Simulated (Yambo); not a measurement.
# PbSe (Clausthalite) (Fm-3m) in Yambo: settings compared

One crystal, PbSe (Clausthalite), is run at these levels: LDA, PBEsol; tasks: optical spectrum by the Bethe-Salpeter equation, G0W0 quasiparticle levels, optical spectrum.

All numbers are computed with Yambo 5.3.0; they aren't measurements. Logs are shortened: lines on timing, memory, paths and dates and some standing lists are left out, and cuts for length are marked.

## (1) Starting point

The structure is cubic, space group Fm-3m (No. 225). The conventional cell has a = 6.121 Å, b = 6.121 Å, c = 6.121 Å, α = 90.00°, β = 90.00°, γ = 90.00°. Pb (site symmetry m-3m) is surrounded by 6 Se at 3.06 Å. Se (site symmetry m-3m) is surrounded by 6 Pb at 3.06 Å.

## (2) Optical spectrum by the Bethe-Salpeter equation, LDA

bse2.in

```
optics
bse
bss
rim_cut
em1s
RandQpts= 1000000
RandGvec= 50 RL
Chimod= "HARTREE"
% BndsRnXs
 1 | 40 |
%
NGsBlkXs= 5 Ry
% LongDrXs
 1 | 0 | 0 |
%
BSKmod= "SEX"
BSEmod= "retarded"
BSSmod= "d"
% BSEQptR
 1 | 1 |
%
% BSEBands
 14 | 17 |
%
BSENGexx= 20 Ry
BSENGBlk= 5 Ry
% BEnRange
 0 | 20 | eV
%
% BDmRange
 0.1 | 0.1 | eV
%
BEnSteps= 200
% BLongDir
 1 | 0 | 0 |
%
BSEprop= "abs"
WRbsWF
% KfnQP_E
 0.49 | 1.0 | 1.0 |
%
```

scf.in

```
&CONTROL
  calculation = 'scf'
  prefix = 'pwscf'
  outdir = './tmp'
  pseudo_dir = './pseudo'
/
&SYSTEM
  ibrav = 0
  nat = 2
  ntyp = 2
  ecutwfc = 86
  nbnd = 22
  occupations = 'smearing'
  smearing = 'fd'
  degauss = 0.00367493
  force_symmorphic = .true.
/
&ELECTRONS
  conv_thr = 4d-10
  electron_maxstep = 120
  mixing_beta = 0.5
/
ATOMIC_SPECIES
Pb   207.2000 Pb.upf
Se    78.9710 Se.upf
CELL_PARAMETERS angstrom
   0.0000000000    3.0606500000    3.0606500000
   3.0606500000    0.0000000000    3.0606500000
   3.0606500000    3.0606500000    0.0000000000
ATOMIC_POSITIONS crystal
Pb     0.0000000000    0.0000000000    0.0000000000
Se     0.5000000000    0.5000000000    0.5000000000
K_POINTS automatic
8 8 8 0 0 0
```

nscf.in

```
&CONTROL
  calculation = 'nscf'
  prefix = 'pwscf'
  outdir = './tmp'
  pseudo_dir = './pseudo'
/
&SYSTEM
  ibrav = 0
  nat = 2
  ntyp = 2
  ecutwfc = 86
  nbnd = 165
  occupations = 'fixed'
  force_symmorphic = .true.
/
&ELECTRONS
  conv_thr = 1d-08
  diago_full_acc = .true.
  diago_thr_init = 1d-06
/
ATOMIC_SPECIES
Pb   207.2000 Pb.upf
Se    78.9710 Se.upf
CELL_PARAMETERS angstrom
   0.0000000000    3.0606500000    3.0606500000
   3.0606500000    0.0000000000    3.0606500000
   3.0606500000    3.0606500000    0.0000000000
ATOMIC_POSITIONS crystal
Pb     0.0000000000    0.0000000000    0.0000000000
Se     0.5000000000    0.5000000000    0.5000000000
K_POINTS automatic
4 4 4 0 0 0
```

Potentials or basis: PseudoDojo 0.4.1 SR LDA standard.

Run with:

```
OMP_NUM_THREADS=1 pw.x -in scf.in > scf.out
OMP_NUM_THREADS=1 pw.x -in nscf.in > nscf.out
cd tmp/pwscf.save; p2y; mv SAVE ../..; cd ../..
OMP_NUM_THREADS=1 yambo
mkdir -p bse2; ln -s $PWD/g0w00/ndb.RIM bse2/
OMP_NUM_THREADS=1 yambo -F bse2.in -J bse2 -C bse2_out
OMP_NUM_THREADS=1 ypp -J bse2 -C bse2_out -e s -b 1
```

Yambo's report:

```text
[... sections 02.01 to 02.04 as in the set-up run ...]

[... 5 lines left out ...]
  [X] Bosonic    Temperature                        :  0.000000  0.000000 [eV K]
  [X] Finite Temperature mode                       : no
  [X] El. density                                   :  0.52318E+24 [cm-3]
  [X] Fermi Level                                   :  9.122870 [eV]

  [X] === Gaps and Widths ===
  [X] Conduction Band Min                           :  0.191622 [eV]
  [X] Valence Band Max                              :  0.000000 [eV]
  [X] Filled Bands                                  :  15
  [X] Empty Bands                                   :   16  165
  [X] Direct Gap                                    :  0.191622 [eV]
  [X] Direct Gap localized at k                     :  3
  [X] Indirect Gap                                  :  0.191622 [eV]
  [X] Indirect Gap between kpts                     :  3  3
  [X] Last valence band width                       :  3.202546 [eV]
  [X] 1st conduction band width                     :  4.432320 [eV]

 [03] Transferred momenta grid and indexing
 ==========================================

 [BZ sampling] Q-grid is User defined and/or read from the database

 IBZ Q-points                                      :   8
 BZ  Q-points                                      :   64

 K/Q-points units:
 rlu = crystal or reduced units; cc = cartesian coordinates; iku = interal k-units

 Q [1]          [rlu]:  0.000000  0.000000  0.000000
 Q [2]          [rlu]: -0.51579E-17 -0.51579E-17  0.25000
 Q [3]          [rlu]:  0.10316E-16  0.10316E-16 -0.50000
 Q [4]          [rlu]:  0.93036E-17  0.25000      0.25000
 Q [5]          [rlu]:  0.22598E-16  0.25000      0.50000
 Q [6]          [rlu]:  0.10316E-16  0.25000     -0.25000
 Q [7]          [rlu]: -0.18607E-16 -0.50000     -0.50000
 Q [8]          [rlu]:  0.250000 -0.500000 -0.250000

  [03.01] X + BSE indexes
  =======================

   [03.01.01] Sigma indexes
   ========================

   [WR./SAVE//ndb.kindx]-----------------------------------------------------------
    Fragmentation                                    : no
    Polarization last K ( bz)                        :   64
    Polarization last K (ibz)                        :   8
    QP states                                        :   1   8
    X grid is uniform                                : yes
    Grids (string)                                   :  X B S
    Grids (int-vector)                               :  1  1  0  1

 [04] Coloumb potential Random Integration (RIM)
 ===============================================

 Summary of Coulomb integrals for non-metallic bands |Q|[au] RIM/Bare

 Q [1] 0.100000E-4 0.995988 * Q [2] 0.235200 1.066323
 Q [4] 0.271586 1.065367 * Q [6] 0.384081 1.027419
 Q [5] 0.450374 1.020609 * Q [3] 0.470401 1.018019
 Q [7] 0.543172 1.014680 * Q [8] 0.607285 1.011727

 [WARNING] [Xs] User bands 1-40 break level degeneracy

 [WARNING] [BS] User bands 14-17 break level degeneracy

 [05] External/Internal QP corrections
 =====================================

 [QP_apply] Action to be applied: USER defined scissor

  [05.01]  QP corrections report
  ==============================

  [K+QP] === General ===
  [K+QP] Electronic Temperature                     :  0.000000  0.000000 [eV K]
  [K+QP] Bosonic    Temperature                     :  0.000000  0.000000 [eV K]
  [K+QP] Finite Temperature mode                    : no
  [K+QP] El. density                                :  0.52318E+24 [cm-3]
  [K+QP] Fermi Level                                :  0.000000 [eV]

  [K+QP] === Gaps and Widths ===
  [K+QP] Conduction Band Min                        :  0.681622 [eV]
  [K+QP] Valence Band Max                           :  0.000000 [eV]
  [K+QP] Filled Bands                               :  15
  [K+QP] Empty Bands                                :   16  165
  [K+QP] Direct Gap                                 :  0.681622 [eV]
  [K+QP] Direct Gap localized at k                  :  3
  [K+QP] Indirect Gap                               :  0.681622 [eV]
  [K+QP] Indirect Gap between kpts                  :  3  3
  [K+QP] Last valence band width                    :  3.202546 [eV]
  [K+QP] 1st conduction band width                  :  4.432320 [eV]

  [coarse-grid] Minimum Bare Gap        [ev]:  0.191622
  [coarse-grid] Minimum Gap Correction  [ev]:  0.490000

  Eqp @ K [1]
  -47.38050 -47.38050 -47.37772 -47.37772 -47.37772 -16.69224 -16.69224 -16.69109
  -16.69109 -16.69109 -13.61135  -6.42908  -1.82334  -1.82334  -1.82334   5.11394
   5.113942  5.113942  7.029617  7.029617  7.029617  8.657481  8.740130  9.566320
    9.56632  20.79741  20.79741  20.79741  22.53441  22.53441  22.53441  23.46735
  Eqp @ K [2]
  -47.38049 -47.38049 -47.37770 -47.37769 -47.37769 -16.70460 -16.70460 -16.68937
  -16.67437 -16.67437 -13.16701  -7.65479  -1.66094  -1.66094  -1.04538   2.57841
[... 72 lines left out ...]
  Static diel. fun.  energies                      : Slater exchange(X)+Perdew & Wang(C)
  wavefunctions                                    : Slater exchange(X)+Perdew & Wang(C)
  Global Gauge                                     : length
  X matrix size                                    :   89
  X band range                                     :    1   40
  X e/h energy range                               : -1.000000 -1.000000 [eV]
  X Time ordering                                  : T
  X Hxc Kernel                                     : HARTREE
  X Drude frequency                                :  0.000000  0.000000
  X poles                                          :  100.0000 [o/o]
  RL vectors in the sum                            :   6231
  [r,Vnl] included                                 : yes
  Field direction                                  :  0.100000E-4   0.00000      0.00000
  BZ energy Double Grid                            : no
  BZ energy DbGd points                            : 0
  BZ Q point size factor                           : -1.000000
  X Optical Averaged directions                    : none
 [X-CG] R(p) Tot o/o(of R):   1542  24000    100
 [WR./bse2//ndb.em1s_fragment_1]-------------------------------------------------
  Current Q-pt index                               :  1
  X energy range                                   :  0.000000  0.000000 eV
  X damping range                                  :  0.001000  0.001000 eV
  Number of frequencies                            :  1
 [X-CG] R(p) Tot o/o(of R):   3256  24000    100
 [WR./bse2//ndb.em1s_fragment_2]-------------------------------------------------
  Current Q-pt index                               :  2
  X energy range                                   :  0.000000  0.000000 eV
  X damping range                                  :  0.001000  0.001000 eV
  Number of frequencies                            :  1
 [X-CG] R(p) Tot o/o(of R):   2207  24000    100
 [X-CG] R(p) Tot o/o(of R):   2882  24000    100
 [X-CG] R(p) Tot o/o(of R):   3808  24000    100
 [X-CG] R(p) Tot o/o(of R):   2988  24000    100
 [X-CG] R(p) Tot o/o(of R):   2176  24000    100
 [X-CG] R(p) Tot o/o(of R):   2760  24000    100

 [08] Bethe Salpeter Equation driver
 ===================================

  [08.01] Bethe Salpeter Equation @q1
  ===================================

   [08.01.01] Transition pre-analysis @q1
   ======================================

   [08.01.02] Transition Groups build-up @q1
   =========================================

   [BSK] Transition groups (total):   8
   [BSK] Size (resonant):  256
   [BSK]         (total):  256
   [BSK] N. of matrices :  1

   [08.01.03] Loading Dipoles @q1
   ==============================

   [08.01.04] Independent Particles properties @q1
   ===============================================

   [08.01.05] BSE Kernel @q1 (Resonant CORRRELATION EXCHANGE)
   ==========================================================

   [BSE] Exchange components :   609
   [BSE] Correlation components :    89   387

    [08.01.05.01] Screened interaction header I/O
    =============================================

    [08.01.05.02] Main kernel loop
    ==============================

    [WR./bse2//ndb.BS_Q1_CPU_0]-----------------------------------------------------
     Brillouin Zone Q/K grids (IBZ/BZ)                :    8   64    8   64
     RL vectors                                       :   6231 [WF]
     Coulomb cutoff potential                         : none
     Parallel CPUs
     Parallel Roles
     Fragmentation                                    : no
     BS kernel          wavefunctions                 : Slater exchange(X)+Perdew & Wang(C)
     Static diel. fun.  energies                      : Slater exchange(X)+Perdew & Wang(C)
     wavefunctions                                    : Slater exchange(X)+Perdew & Wang(C)
     [K] Identifier                                   :   3260
     [K] Dimension                                    :  256
     [K] Bands                                        :  14  17
     [K] Exchange                                     : yes [res]
     [K] Correlation                                  : yes [res]
     [K] Kernel`s coupling                            : no
     [K] Exchange                                     : no [cpl]
     [K] Correlation                                  : no [cpl]
     [K] W interaction is bare                        : no
     [K] ALDA kernel in R-space                       : no
     [K] RL vectors                                   :   609 [exchange]
     [K] RL vectors                                   :   89 [correlation]
     [K] E/h energy range                             : -1.000000 -1.000000 [eV]
     [K] Coupling range                               :  100.0000  100.0000 [o/o]
     [W] Interaction is diagonal                      : no
     [W] Matrix size                                  :   89
     [W] Bands                                        :    1   40
     [W] e/h energy range                             : -1.000000 -1.000000 [eV]
     [W] Poles                                        :  100.0000 [o/o]
     [W] RL vectors in the sum                        :   6231
     [W] [r,Vnl] included                             : yes
     [W] Field direction                              :  0.100000E-4   0.00000      0.00000
     [W] Coulomb Cutoff                               : none
     [W] Hxc Kernel                                   : HARTREE
     [RIM] RL components                              :   51 [col]
     [RIM] Random points                              :  1000000 [col]
     [SOC] Perturbative SOC                           : no
     [K] Kernel long-range exchange                   : BAR

    [08.01.05.03] Wave-Function Phases
    ==================================

    [BSE] WF phases found       :  51.69271 [o/o]

   [08.01.06] BSE solver(s) @q1
   ============================

   [08.01.07] Diago Solver @q1
   ===========================

   [WR./bse2//ndb.BS_diago_Q1]-----------------------------------------------------
    BS kernel          energies                      : Slater exchange(X)+Perdew & Wang(C)+ user defined corrections @E
    [K] Identifier                                   :   3260
    [K] Dimension                                    :  256
    [K] Bands                                        :  14  17
    [K] Exchange                                     : yes [res]
    [K] Correlation                                  : yes [res]
    [K] Kernel`s coupling                            : no
    [K] Exchange                                     : no [cpl]
    [K] Correlation                                  : no [cpl]
    [K] W interaction is bare                        : no
    [K] ALDA kernel in R-space                       : no
    [K] RL vectors                                   :   609 [exchange]
    [K] RL vectors                                   :   89 [correlation]
    [K] E/h energy range                             : -1.000000 -1.000000 [eV]
    [K] Coupling range                               :  100.0000  100.0000 [o/o]
    [W] Interaction is diagonal                      : no
    [W] Matrix size                                  :   89
    [W] Bands                                        :    1   40
    [W] e/h energy range                             : -1.000000 -1.000000 [eV]
    [W] Poles                                        :  100.0000 [o/o]
    [W] RL vectors in the sum                        :   6231
    [W] [r,Vnl] included                             : yes
    [W] Field direction                              :  0.100000E-4   0.00000      0.00000
    [W] Coulomb Cutoff                               : none
    [W] Hxc Kernel                                   : HARTREE
    [RIM] RL components                              :   51 [col]
    [RIM] Random points                              :  1000000 [col]
    [SOC] Perturbative SOC                           : no
    [K] Kernel long-range exchange                   : BAR
    [BSS] Eigenstates included                       : yes
    [BSS] Field direction                            :  0.100000E-4   0.00000      0.00000
    [BSS] Eigenstates computed                       :  256
    [BSS] Number of BSE matrices                     :  1
```

Wall time 3.1 min (1 thread of Arm Neoverse V1, shared host); peak memory 0.32 GiB.

What came out:

- Band gap on the k mesh, mean-field level: 0.19 eV, direct
- Lowest exciton energy: 0.70 eV
- Lowest bright exciton energy: 0.70 eV

Dielectric function (along the field direction of the input):
```csv
energy (eV),real part,imaginary part
0.30,129.54,16.41
1.11,-33.57,18.96
1.81,33.36,14.56
2.51,-5.57,18.32
3.12,-15.54,34.22
3.82,-18.97,4.83
4.52,-13.69,4.25
5.13,-8.04,1.59
5.83,-3.63,4.01
6.53,-4.42,1.10
7.14,-2.28,0.79
7.84,-3.89,0.53
8.54,-2.34,0.13
9.15,-1.74,0.08
9.85,-1.27,0.06
10.55,-0.92,0.04
11.26,-0.66,0.03
11.86,-0.48,0.03
12.56,-0.30,0.02
13.27,-0.15,0.02
13.87,-0.05,0.02
14.57,0.06,0.01
15.28,0.15,0.01
15.88,0.21,0.01
16.58,0.28,0.01
17.29,0.34,0.01
17.89,0.39,0.01
18.59,0.43,0.01
19.30,0.47,0.01
20.00,0.51,0.01
```

Lowest exciton energies (eV): 0.70, 0.70, 0.70, 0.70, 2.08, 2.08, 2.08, 2.09

Excitons:
| energy (eV) | strength (relative to the strongest) |
| --- | --- |
| 0.695 | 2.1e-13 |
| 0.700 | 1 |
| 0.700 | 8.3e-08 |
| 0.700 | 2.2e-05 |
| 2.077 | 0.17 |
| 2.083 | 2.6e-09 |
| 2.085 | 5.2e-07 |
| 2.094 | 9.6e-12 |
| 2.120 | 0.17 |
| 2.124 | 3.2e-08 |
| 2.127 | 3.6e-09 |
| 2.139 | 5.4e-13 |

Caveat: the k mesh is coarse (spacing up to 0.44 Å⁻¹), so the values aren't converged; the scissor is the correction of the direct gap in an earlier G0W0 run on the same states; exciton energies and binding change strongly with the k mesh and aren't converged on this one; spectra need much finer meshes, so this one isn't converged; spin-orbit coupling is left out, which as a rule narrows the gap of such compounds by several tenths of an eV.

(Part 1 of 3 ends here.)
